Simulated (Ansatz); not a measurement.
# Re: stress in a strained cell

Aim: deform Re (equal xx and yy strain of -1 %) and compute stress, forces and field gradients with LAPW, PAW and all-electron datasets made for the crystal.

Program: Ansatz 0.2.0. Level of theory: DFT PBE, scalar-relativistic. These are calculated values, not measurements.

### 1 Starting point

The structure is trigonal, space group R-3m (No. 166). The conventional cell has a = 2.768 Å, b = 2.768 Å, c = 20.096 Å, α = 90.00°, β = 90.00°, γ = 120.00°. Re (site symmetry -3m) is surrounded by 12 Re at 2.75 to 2.77 Å. Around Re (site symmetry 3m) lie 12 Re at 2.74 to 2.77 Å.

As a file:

```
Re
1.0
     1.38392    0.79901    6.69861
    -1.38392    0.79901    6.69861
     0.00000   -1.59802    6.69861
Re
3
Cartesian
  0.0000 0.0000 0.0000
  0.0000 0.0000 4.4648
  0.0000 0.0000 15.6311
```

Atoms are numbered in the order of the input: Re1, Re2, Re3.

### 2 The deformed structure

Space group R-3m before, R-3m after.

### 3 All-electron LAPW

input.yaml reads:

```yaml
crystal:
  lattice:
    - [1.3700839209, 0.7910183205, 6.6986080885]
    - [-1.3700839209, 0.7910183205, 6.6986080885]
    - [0.0, -1.5820366411, 6.6986080885]
  atoms:
    - { symbol: Re, position: [0.0, 0.0, 0.0] }
    - { symbol: Re, position: [0.22217388, 0.22217388, 0.22217388] }
    - { symbol: Re, position: [0.77782612, 0.77782612, 0.77782612] }
kpoints:
  mp_grid: { grid: [15, 15, 15] }
  band_path:
    path:
      - [0.0, 0.0, 0.0]
      - [0.5, 0.5, 0.5]
      - [0.8240369786, 0.1759630214, 0.5]
      - [0.5, -0.1759630214, 0.1759630214]
      - [0.5, 0.0, 0.0]
      - [0.0, 0.0, 0.0]
      - [0.3379815107, -0.3379815107, 0.0]
      - [0.6620184893, 0.0, 0.3379815107]
      - [0.5, 0.0, 0.5]
    npoints: 5
scf:
  occupations: { method: fermi_dirac, width: 0.05 }
hamiltonian:
  xc: pbe
  pseudopotentials: { kind: all_electron, lapw: { basis_error: 0.0005 } }
output:
  forces: true
  stress: true
  eigenvalues: true
```

Launch:

```console
$ ansatz run input.yaml --threads 1 --pin off --max-ram 6144MiB --backend cpu --events-out ev --progress --plain --runs-dir out
```

### 4 PAW on the default files

input.yaml reads:

```yaml
crystal:
  lattice:
    - [1.3700839209, 0.7910183205, 6.6986080885]
    - [-1.3700839209, 0.7910183205, 6.6986080885]
    - [0.0, -1.5820366411, 6.6986080885]
  atoms:
    - { symbol: Re, position: [0.0, 0.0, 0.0] }
    - { symbol: Re, position: [0.22217388, 0.22217388, 0.22217388] }
    - { symbol: Re, position: [0.77782612, 0.77782612, 0.77782612] }
kpoints:
  mp_grid: { grid: [15, 15, 15] }
scf:
  occupations: { method: fermi_dirac, width: 0.05 }
hamiltonian:
  xc: pbe
  pseudopotentials: { kind: paw }
output:
  forces: true
  stress: true
  eigenvalues: true
  efg: { contact_densities: true }
  write_density: true
  write_potential: true
  elf: true
  volumetric_format: npy
```

### 5 Datasets made for this crystal

Changes to input.yaml since step 4:

```diff
@@ -15,3 +15,3 @@
   xc: pbe
-  pseudopotentials: { kind: paw }
+  pseudopotentials: { kind: all_electron, datasets: crystal }
 output:
@@ -21,5 +21 @@
   efg: { contact_densities: true }
-  write_density: true
-  write_potential: true
-  elf: true
-  volumetric_format: npy
```

(Steps that only read results are left out.)

Q: Predict the outcome of this session. Wanted: pressure; largest shear or deviatoric stress.

As calculated:

| quantity | value |
| --- | --- |
| pressure | LAPW 11.67, PAW 11.59, crystal datasets 11.67 GPa |
| largest shear or deviatoric stress (LAPW) | 3.64 GPa |

The largest part of the stress beyond the pressure is 3.64 GPa in size, in the zz component; the atoms are carried along and not relaxed. No run of the undeformed cell stands beside it, so the pressure holds what the given cell had before the change. PAW: stress within 0.09 GPa of LAPW, forces within 1 meV/Å. Crystal datasets: stress within 0.01 GPa of LAPW, forces within 1 meV/Å. Spin-orbit coupling is left out, though the cell holds Re; in elements this heavy it can shift bands and gaps by tenths of an eV.
